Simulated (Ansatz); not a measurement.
# CuAu under changes of volume

One of the cells (14.556 Å³/atom); the others are scaled copies at fixed shape and fractional positions:

```xyz
2
Lattice="2.8107 0.0000 0.0000 0.0000 2.8107 0.0000 0.0000 0.0000 3.6850" Properties=species:S:1:pos:R:3 pbc="T T T"
Au    0.0000    0.0000    0.0000
Cu    1.4054    1.4054    1.8425
```

- Program: Ansatz 0.2.0
- Functional: HSE06
- Potentials or basis: Ansatz PAW
- Cutoff: 420 eV (not typed: the program's choice for these potentials)
- k mesh: 6 × 6 × 4
- Occupations: fermi-dirac, width 0.05 eV
- Spin: no spin polarisation

```csv
volume (Å³/atom),energy over the lowest point (meV/atom),pressure (GPa)
13.683,44.83,13.7
13.974,?,?
14.265,9.84,5.9
14.556,2.19,2.7
14.847,0.00,-0.1
15.139,2.53,-2.6
15.430,9.30,-4.8
```

Question: What does the run at 13.974 Å³/atom give?

Answer: Energy over the lowest point 23.75 meV/atom; pressure 9.6 GPa.

Worked out: A Birch-Murnaghan fit of order 3 (a polynomial in V^(-2/3)) to the other rows has its minimum at 14.83 Å³/atom with B0 = V·E''(V) = 135 GPa and B' = 5.9 at fixed shape and positions, which overstates the stiffness. It gives 23.76 meV/atom at 13.974 Å³/atom, against the run's 23.75, and -dE/dV = 9.5 GPa, against 9.6.

Energies are extrapolated to zero smearing.

Caveats: all runs use coarse meshes; the PAW data sets come from PBE, with cores solved anew for the run's functional, which leaves a small shift of forces and pressure; the thresholds are loose for stress.
